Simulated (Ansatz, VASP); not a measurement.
# Hf8Ga5As5O16 (amorphous HfO2 against GaAs(110), 14.2 A): VASP beside Ansatz

Wanted: the spread between two codes on one cell, functional and k mesh. The cell is taken from a series of runs on this material, whose earlier steps may have relaxed, scaled, displaced or heated it; both programs get it as it stands.

Program: Ansatz 0.2.0. Level of theory: plane waves, with VASP 6.6.1 beside it; single point at PBE. Results are calculated unless marked as measured.

## Step 1: Starting point

The cell holds 136 atoms: 20 Ga, 20 As, 32 Hf and 64 O. Cell: a = 11.460 Å, b = 8.103 Å, c = 24.337 Å, α = 90.0°, β = 90.0°, γ = 90.0°. It derives from GaAs (5 planes of zincblende GaAs(110)). A slab of 5 planes of zincblende GaAs(110) (starting lattice constant a = 5.73 A), 11.46 x 8.10 A in plane. 96 atoms (32 Hf, 64 O) packed at random between the slab and its periodic image at 8.5 g/cm^3 (a layer of 14.2 A) and pushed apart as soft spheres. Langevin MD at fixed cell with the MACE-MP-0b2 small potential (Batatia et al., arXiv:2401.00096), steps of 2 fs: 0.84 ps at 3200 K with the crystal held, 3200 to 600 K in 2.4 ps with the crystal held, 600 to 300 K in 1.2 ps with its inner planes held; soft walls kept the melt out of the crystal while it was held. Then all atoms and the cell's height relaxed. The structure's axis is c.

## Step 2: VASP: single point, PBE

With cell and atoms fixed, the geometry can't cause a difference; cores, projectors, grids and the points listed under the comparison can.

Lines of VASP's logs that name or quote its potential files are left out, and so is its time.

File INCAR:

```
SYSTEM = Hf8Ga5As5O16
PREC = Accurate
ENCUT = 520
EDIFF = 1E-06
NELM = 120
ISMEAR = -1
SIGMA = 0.025
LREAL = Auto
ALGO = Normal
GGA = PE
NBANDS = 627
LASPH = .TRUE.
LORBIT = 11
LWAVE = .FALSE.
LCHARG = .FALSE.
ISIF = 2
GGA_COMPAT = .FALSE.
```

File POSCAR:

```
Hf8Ga5As5O16
1.0
   11.4600000000      0.0000000000      0.0000000000
    0.0000000000      8.1034400000      0.0000000000
    0.0000000000      0.0000000000     24.3374600000
Ga As Hf O
20 20 32 64
Direct
    0.9888400000      0.9894700000      0.2823600000
    0.2114800000      0.7381600000      0.0435400000
    0.2186000000      0.2474300000      0.0422700000
    0.9865300000      0.9901900000      0.1245500000
    0.9856700000      0.4992200000      0.1248700000
    0.2490400000      0.2465700000      0.1996400000
    0.2557600000      0.7478400000      0.2023500000
    0.9916100000      0.5043700000      0.2830900000
    0.2262900000      0.7267600000      0.3647400000
    0.2059400000      0.2421800000      0.3546700000
    0.4982900000      0.0031500000      0.2933700000
    0.7374700000      0.7403800000      0.0321200000
    0.7485700000      0.2523500000      0.0402200000
    0.4990400000      0.9971300000      0.1110700000
    0.4964700000      0.4969200000      0.1093600000
    0.7310900000      0.2465300000      0.2023200000
    0.7306500000      0.7494100000      0.2035000000
    0.4981900000      0.4887700000      0.2869200000
    0.7263900000      0.7437500000      0.3765500000
    0.7840000000      0.2554900000      0.3686200000
    0.0962300000      0.9967800000      0.0381900000
    0.3694100000      0.7472200000      0.1138100000
    0.3711400000      0.2462400000      0.1132700000
    0.1249200000      0.9922800000      0.2024600000
    0.1256800000      0.5022000000      0.2021800000
    0.3650100000      0.2460200000      0.2863900000
    0.3749200000      0.7443100000      0.2897100000
    0.0888300000      0.4883900000      0.0381000000
    0.1005800000      0.9826200000      0.3674000000
    0.0930600000      0.4917800000      0.3715600000
[... 100 atom lines left out ...]
    0.0450300000      0.2104000000      0.6424700000
    0.8974100000      0.9208600000      0.8010900000
    0.2989900000      0.2206000000      0.6024500000
    0.1834000000      0.0986500000      0.8563500000
    0.5114200000      0.1966100000      0.6985700000
    0.4364100000      0.7374200000      0.7872000000
```

File KPOINTS:

```
Automatic mesh
0
Gamma
1 1 1
0 0 0
```

The projector-augmented-wave data sets are Ga_d, As, Hf_pv and O (PBE family, release 64).

Started as:

```bash
$ export OMP_NUM_THREADS=3
$ mpirun -np 1 vasp_gam
```

Numbers of over 12 decimals in the logs are rounded to 6 here.

The program printed:

```text
[banner, memory and clock lines left out]
running    1 mpi-ranks, on    1 nodes
[...]
Offloading initialized ...    1 GPUs detected
[...]
LDA part: xc-table for (Slater+PW92), standard interpolation
 POSCAR, INCAR and KPOINTS ok, starting setup
[...]
entering main loop
       N       E                     dE             d eps       ncg     rms          rms(c)
DAV:   1     0.235449736403E+05    0.23545E+05   -0.45870E+05  1254   0.234E+03
DAV:   2     0.527940209993E+04   -0.18266E+05   -0.17453E+05  1262   0.735E+02
DAV:   3    -0.413108435470E+03   -0.56925E+04   -0.53448E+04  1713   0.312E+02
DAV:   4    -0.124294961152E+04   -0.82984E+03   -0.81567E+03  1804   0.121E+02
[...]
DAV:  41    -0.109835058168E+04    0.13766E-05   -0.23888E-06   860   0.380E-03    0.136E-02
DAV:  42    -0.109835058055E+04    0.11338E-05   -0.36468E-06  1092   0.454E-03    0.124E-02
DAV:  43    -0.109835058033E+04    0.22027E-06   -0.82382E-07   796   0.222E-03
   1 F= -.10983506E+04 E0= -.10983137E+04  d E =-.738542E-01
```

From OUTCAR (step 2):

```text
  FREE ENERGIE OF THE ION-ELECTRON SYSTEM (eV)
  ---------------------------------------------------
  free  energy   TOTEN  =     -1098.3505803270 eV

  energy  without entropy=    -1098.2767261281  energy(sigma->0) =    -1098.31365323
```

Harder data sets than Hf_pv exist (the GW ones), and pressures, volumes and forces can shift noticeably with them.

## Step 3: Ansatz: single point, PBE

Ansatz runs on its default PAW (the set named soft_2) files.

The same cell, functional, mesh and smearing now go to Ansatz, which takes its cutoff from its data sets.

File input.yaml:

```yaml
crystal:
  lattice:
    - [11.46, 0.0, 0.0]
    - [0.0, 8.10344, 0.0]
    - [0.0, 0.0, 24.33746]
  atoms:
    - { symbol: Ga, position: [0.98884, 0.98947, 0.28236] }
    - { symbol: As, position: [0.09623, 0.99678, 0.03819] }
    - { symbol: Ga, position: [0.21148, 0.73816, 0.04354] }
    - { symbol: As, position: [0.36941, 0.74722, 0.11381] }
    - { symbol: Ga, position: [0.2186, 0.24743, 0.04227] }
    - { symbol: As, position: [0.37114, 0.24624, 0.11327] }
    - { symbol: Ga, position: [0.98653, 0.99019, 0.12455] }
    - { symbol: As, position: [0.12492, 0.99228, 0.20246] }
    - { symbol: Ga, position: [0.98567, 0.49922, 0.12487] }
    - { symbol: As, position: [0.12568, 0.5022, 0.20218] }
    - { symbol: Ga, position: [0.24904, 0.24657, 0.19964] }
    - { symbol: As, position: [0.36501, 0.24602, 0.28639] }
    - { symbol: Ga, position: [0.25576, 0.74784, 0.20235] }
    - { symbol: As, position: [0.37492, 0.74431, 0.28971] }
    - { symbol: Ga, position: [0.99161, 0.50437, 0.28309] }
    - { symbol: As, position: [0.08883, 0.48839, 0.0381] }
    - { symbol: As, position: [0.10058, 0.98262, 0.3674] }
    - { symbol: Ga, position: [0.22629, 0.72676, 0.36474] }
    - { symbol: Ga, position: [0.20594, 0.24218, 0.35467] }
    - { symbol: As, position: [0.09306, 0.49178, 0.37156] }
    - { symbol: Ga, position: [0.49829, 0.00315, 0.29337] }
    - { symbol: As, position: [0.61998, 0.00994, 0.02488] }
    - { symbol: Ga, position: [0.73747, 0.74038, 0.03212] }
    - { symbol: As, position: [0.85559, 0.74517, 0.12015] }
    - { symbol: Ga, position: [0.74857, 0.25235, 0.04022] }
    - { symbol: As, position: [0.8663, 0.24482, 0.1245] }
    - { symbol: Ga, position: [0.49904, 0.99713, 0.11107] }
    - { symbol: As, position: [0.60665, 0.99876, 0.20228] }
    - { symbol: Ga, position: [0.49647, 0.49692, 0.10936] }
    - { symbol: As, position: [0.60931, 0.49703, 0.19827] }
[... 100 atom lines left out ...]
    - { symbol: O, position: [0.04503, 0.2104, 0.64247] }
    - { symbol: O, position: [0.89741, 0.92086, 0.80109] }
    - { symbol: O, position: [0.29899, 0.2206, 0.60245] }
    - { symbol: O, position: [0.1834, 0.09865, 0.85635] }
    - { symbol: O, position: [0.51142, 0.19661, 0.69857] }
    - { symbol: O, position: [0.43641, 0.73742, 0.7872] }
kpoints:
  mp_grid: { grid: [1, 1, 1] }
hamiltonian:
  xc: pbe
scf:
  occupations: { method: fermi_dirac, width: 0.025 }
output:
  forces: true
```

Started as:

```bash
$ ansatz run input.yaml --threads 8 --pin off --max-ram 15872MiB --backend cpu --events-out ev --progress --plain --runs-dir out
```

The program printed:

```text
Engine: ansatz 0.2.0, aarch64-unknown-linux-gnu
Pseudopotentials: kind: paw
Pseudopotential: Ga, paw, valence charge 13, recommended cutoff 420 eV (normal), Ga.paw.azcp
Pseudopotential: As, paw, valence charge 15, recommended cutoff 420 eV (normal), As.paw.azcp
Pseudopotential: Hf, paw, valence charge 26, recommended cutoff 420 eV (normal), Hf.paw.azcp
Pseudopotential: O, paw, valence charge 6, recommended cutoff 420 eV (normal), O.paw.azcp
Functional definition: PBE
  parameter kappa = 0.804
  parameter beta = 0.066725
  exchange = pbe_x(kappa = kappa, mu = beta*pi^2/3)
  correlation = pbe_c(beta = beta)
Crystal: 136 atoms, lattice volume = 2260.109 Å³
Basis set: ecut = 420 eV, 44265 PW (Γ), exchange–correlation on 160×120×360 points (8 copies of the dense FFT grid, shifted against one another)
Bands: 1024, of which v1, the nominal top of the filled ones, is band 888 counted from 1 (887 counted from 0)
Symmetry: 1 space group operations
Space group: P1 (ITA 1), of the structure as read, at distance tolerance 1.3e-4 Å
k-points: 1
Non-local potential: Ga, projectors of the file, l = 0: 2, l = 1: 2, l = 2: 3, l = 3: 1
Non-local potential: As, projectors of the file, l = 0: 2, l = 1: 2, l = 2: 3, l = 3: 1
Non-local potential: Hf, projectors of the file, l = 0: 3, l = 1: 2, l = 2: 2, l = 3: 3
Non-local potential: O, projectors of the file, l = 0: 2, l = 1: 2, l = 2: 1
PAW form: soft (Blöchl's): semilocal exchange-correlation on the pseudo side does not see the compensation charge
PAW one-centre angular grid: Ga, 590 points (default); XC on 64 Gauss nodes
PAW one-centre angular grid: As, 590 points (default); XC on 64 Gauss nodes
PAW one-centre angular grid: Hf, 590 points (default); XC on 64 Gauss nodes
PAW one-centre angular grid: O, 110 points (default); XC on 64 Gauss nodes
Initial density: superposition of atomic densities (neutral atoms: chi_scale 0, normalization atom), corrected by the library's trained network
Initial wavefunctions: pseudopotential atomic-orbital guess
Functional: x = pbe(κ = 0.804, μ = 0.219515), c = pbe(β = 0.066725)
SCF iter   1: F=—  HF=-712328.242911 eV  |F-HF|=—  |Δ(HF+E_count)|=         —  Δρ=6.68e-3  dr2=3.34e0  ethr=1.77e-3  ⟨swp⟩=6.0  Hψ=3141  notcnv=0  defer=100
preconditioner: auto → LDOS  [insulator: Δε(μ)=0.138 eV  Ē_g=13.519 eV  σ=0.025 eV  W_gap=0.88  n_scr=682 (ndim 8)  ℏωp=28.4 eV  f_vac=0.148  D(μ)=9.58/eV (n_scr^D=22)  ε∞_Penn≈5.4  β→1.0]
SCF iter   2: F=—  HF=-712328.200264 eV  |F-HF|=—  |Δ(HF+E_count)|=   4.26e-2  Δρ=6.13e-3  dr2=1.33e0  ethr=1.88e-4  ⟨swp⟩=3.0  Hψ=1820  notcnv=0  defer=109
SCF iter   3: F=—  HF=-712328.034041 eV  |F-HF|=—  |Δ(HF+E_count)|=   1.66e-1  Δρ=4.19e-3  dr2=5.17e-1  ethr=7.49e-5  ⟨swp⟩=5.0  Hψ=1640  notcnv=0  defer=109
SCF iter   4: F=—  HF=-712327.946160 eV  |F-HF|=—  |Δ(HF+E_count)|=   8.79e-2  Δρ=1.22e-3  dr2=8.39e-2  ethr=2.91e-5  ⟨swp⟩=2.0  Hψ=1816  notcnv=0  defer=111
SCF iter   5: F=—  HF=-712327.938535 eV  |F-HF|=—  |Δ(HF+E_count)|=   7.62e-3  Δρ=6.34e-4  dr2=2.06e-2  ethr=4.72e-6  ⟨swp⟩=2.0  Hψ=1523  notcnv=0  defer=111
SCF iter   6: F=—  HF=-712327.936991 eV  |F-HF|=—  |Δ(HF+E_count)|=   1.54e-3  Δρ=3.83e-4  dr2=6.56e-3  ethr=1.16e-6  ⟨swp⟩=2.0  Hψ=1582  notcnv=0  defer=111
SCF iter   7: F=—  HF=-712327.936349 eV  |F-HF|=—  |Δ(HF+E_count)|=   6.42e-4  Δρ=2.08e-4  dr2=1.97e-3  ethr=3.69e-7  ⟨swp⟩=2.0  Hψ=1526  notcnv=0  defer=111
SCF iter   8: F=—  HF=-712327.936262 eV  |F-HF|=—  |Δ(HF+E_count)|=   8.69e-5  Δρ=1.16e-4  dr2=5.72e-4  ethr=1.11e-7  ⟨swp⟩=2.0  Hψ=1526  notcnv=0  defer=111
SCF iter   9: F=—  HF=-712327.936268 eV  |F-HF|=—  |Δ(HF+E_count)|=   6.56e-6  Δρ=6.71e-5  dr2=1.79e-4  ethr=3.22e-8  ⟨swp⟩=2.0  Hψ=1518  notcnv=0  defer=111
SCF iter  10: F=—  HF=-712327.936225 eV  |F-HF|=—  |Δ(HF+E_count)|=   4.36e-5  Δρ=4.41e-5  dr2=8.43e-5  ethr=1.01e-8  ⟨swp⟩=2.0  Hψ=1524  notcnv=0  defer=111
SCF iter  11: F=—  HF=-712327.939686 eV  |F-HF|=—  |Δ(HF+E_count)|=   3.46e-3  Δρ=2.94e-5  dr2=4.38e-5  ethr=4.75e-9  ⟨swp⟩=2.0  Hψ=1743  notcnv=0  defer=111
SCF iter  12: F=—  HF=-712327.939684 eV  |F-HF|=—  |Δ(HF+E_count)|=   1.83e-6  Δρ=1.98e-5  dr2=1.76e-5  ethr=2.47e-9  ⟨swp⟩=2.0  Hψ=1526  notcnv=0  defer=111
SCF iter  13: F=—  HF=-712327.939683 eV  |F-HF|=—  |Δ(HF+E_count)|=   1.34e-6  Δρ=1.10e-5  dr2=5.33e-6  ethr=9.89e-10  ⟨swp⟩=2.0  Hψ=1599  notcnv=0  defer=111
SCF iter  14: F=—  HF=-712327.939683 eV  |F-HF|=—  |Δ(HF+E_count)|=   1.58e-8  Δρ=7.42e-6  dr2=2.31e-6  ethr=3.00e-10  ⟨swp⟩=2.0  Hψ=1524  notcnv=0  defer=111
SCF iter  15: F=—  HF=-712327.939683 eV  |F-HF|=—  |Δ(HF+E_count)|=   9.64e-8  Δρ=6.49e-6  dr2=1.47e-6  ethr=1.30e-10  ⟨swp⟩=2.0  Hψ=1600  notcnv=0  defer=111
SCF iter  16: F=—  HF=-712327.939683 eV  |F-HF|=—  |Δ(HF+E_count)|=   1.62e-7  Δρ=3.09e-6  dr2=4.95e-7  ethr=8.29e-11  ⟨swp⟩=2.0  Hψ=1590  notcnv=0  defer=111
SCF iter  17: F=—  HF=-712327.939683 eV  |F-HF|=—  |Δ(HF+E_count)|=   3.21e-8  Δρ=1.85e-6  dr2=2.20e-7  ethr=2.79e-11  ⟨swp⟩=2.0  Hψ=1523  notcnv=0  defer=111
SCF iter  18: F=-712327.939683 eV  HF=-712327.939683 eV  |F-HF|=6.71e-8  |Δ(HF+E_count)|=   1.96e-8  Δρ=1.22e-6  dr2=8.84e-8  ethr=5.63e-12  ⟨swp⟩=4.0  Hψ=2785  notcnv=0
SCF 1 converged in 18 iterations: F = -712327.939683 eV  dr2 = 8.84e-8
  greatest PAW one-centre occupation: 0.999 electrons in one spin orbital (limit 2), on the As atom at site 36 (counted from 0), in its partial waves of l = 2
SCF converged after 18 iterations
Free energy (F): -712327.939683 eV
Harris-Foulkes:  -712327.939683 eV  (|F-HF|=6.71e-8)
Internal energy: -712327.865854 eV  (E = F + TS)
E sigma→0 (E₀):  -712327.902769 eV
Entropy (-TS):   -0.073828 eV (-0.543 meV/atom)
Fermi energy:    11.887727 eV
--- Per-component energies (eV) ---
  E_band       = -11523.270941
  E_kinetic    = 29047.990680
  E_local      = -535741.073689  (includes V_loc(G=0)·N_el)
  E_nonlocal   = -41612.609750
  E_hartree    = 257167.617408
  E_xc         = -17264.605352
  E_vxc        = -17255.401098  (∫ρ·V_xc dr)
  E_paw        = -308280.404377  (= ΣΔE_a)
  E_vpaw       = 39702.452436  (= ΣTr[D̂ρ^β])
  E_aug_tail   = 0.155624  (compensation charges beyond the density's cutoff)
  E_ewald      = -95644.936399
  E_smearing   = -0.073828  (= −TS)
  E_closure    = 0.000000  (closes the sum)
  Σ components = -712327.939683   (vs F -712327.939683, Δ=0.00e0)
--- Forces (eV/Å), atoms counted from 1 ---
  atom   1  Ga    -0.71979981     0.00387072    -0.63047643
  atom   2  As    -0.10304015     0.14456121    -0.71862088
  atom   3  Ga    -0.14457197    -0.04680766     0.80408200
  atom   4  As     0.09359506    -0.00171010    -0.10917165
  atom   5  Ga     0.15626576    -0.19601427    -0.34400722
  atom   6  As    -0.04776529    -0.03113955     0.03133897
  atom   7  Ga    -0.32266116     0.07605139     0.26068034
  atom   8  As     0.27367427     0.09687447     0.07114645
  atom   9  Ga    -0.18871642    -0.14393012     0.27508168
  atom  10  As    -0.00728937    -0.03004133    -0.03491287
  atom  11  Ga    -0.11527581     0.02440661    -0.03977306
  atom  12  As    -0.16236398    -0.25505988     0.12691932
  atom  13  Ga    -0.07605566    -0.05264231    -0.01010397
  atom  14  As     0.05421760     0.09920768     0.21547932
  atom  15  Ga    -0.13473449    -0.24782906    -0.18927075
  atom  16  As    -0.22846732    -0.08147669    -0.86847294
  atom  17  As     0.89066782     0.02061337    -0.31659409
  atom  18  Ga    -0.00922444    -0.27252633    -0.80296047
  atom  19  Ga     0.16408022     0.48721097    -0.06537090
  atom  20  As    -0.27289590    -0.00563375     0.69933037
  atom  21  Ga    -0.28705803     0.01429099    -0.09079359
  atom  22  As     0.13097958     0.25546246    -0.80708079
  atom  23  Ga    -0.30488216    -0.20387340     0.57741578
  atom  24  As    -0.07676985    -0.00018681    -0.13235122
[...]
atom 129  O     -0.00140604    -0.17610931     0.07416700
  atom 130  O     -0.02568147     0.07521985    -0.31331347
  atom 131  O      0.06867234    -0.08521509     0.24237005
  atom 132  O      0.22605953    -0.11193765    -0.41694841
  atom 133  O     -0.08852730     0.15722148     0.27129079
  atom 134  O     -0.06779600     0.43841106    -0.58548297
  atom 135  O     -0.24801258    -0.23598445    -0.24531439
  atom 136  O      0.00011197    -0.28721342    -0.28153221
  max |Σ_I F_I| component: 8.48e-5 eV/Å
```

## Step 4: Side by side

Known differences besides the potentials themselves: the data sets hold 1776 valence electrons in Ansatz (on its default PAW (the set named soft_2) files) and 1064 in VASP; the cutoff is 420 eV in Ansatz and 520 eV in VASP (PREC = Accurate, projectors in real space). Total energies have different zeros and are not compared.

The two programs side by side:

```csv
quantity,Ansatz,VASP,difference
gap on the k mesh (eV),0.057,0.057,0.000
```

Forces on 8 of the 136 atoms, those with the largest forces and the largest differences (eV/Å; atoms numbered as in POSCAR):

```csv
atom,"Ansatz x, y, z","VASP x, y, z"
Ga20,"-0.927, -0.027, -0.936","-0.946, -0.033, -0.948"
Hf44,"0.393, -0.448, -1.142","0.392, -0.479, -1.072"
Hf61,"0.282, 0.234, -1.980","0.257, 0.237, -1.895"
Hf62,"-0.092, 0.316, -1.520","-0.219, 0.359, -1.342"
Hf63,"-0.429, -0.104, 1.582","-0.398, -0.119, 1.437"
Hf64,"0.131, -0.061, 1.736","0.105, 0.007, 1.633"
Hf67,"0.336, -0.322, 1.919","0.412, -0.349, 1.705"
O126,"-0.183, 0.148, 0.088","-0.237, 0.333, 0.285"
```

The forces differ by 53 meV/Å r.m.s., which is 13.5 % of the r.m.s. force of 0.395 eV/Å (both taken over all components). A gap on the mesh is an upper bound, since the band edges may lie between its points; neither run holds spin-orbit coupling, which can move the band edges of a compound of Hf.

## Step 5: What came out

| Property | Result |
| --- | --- |
| r.m.s. force difference (single point, PBE) | 14 % of the r.m.s. force |

In words: The r.m.s. force difference is 14 % of the r.m.s. force (single point, PBE), beyond the 3 % picked in this series as the mark of a large difference. The data sets hold unlike numbers of valence electrons (1776 in Ansatz and 1064 in VASP), so part of the differences comes from the potentials. What causes the difference of the single point, PBE pair stays open here. How closely two codes agree says nothing of how well the functional describes the real material.

[Lines on the potential files, build, host, timing and source positions are cut from VASP's logs without a mark.]

[Logs are printed without paths, hosts, clocks, repeated set-up lines and the standing remarks that a program may print on its own settings, such as how far it seeks lower states.]

[Hosts, paths, dates, database ids (printed as entryN), source tags and the programs' standing remarks are cut or masked in the printed files.]
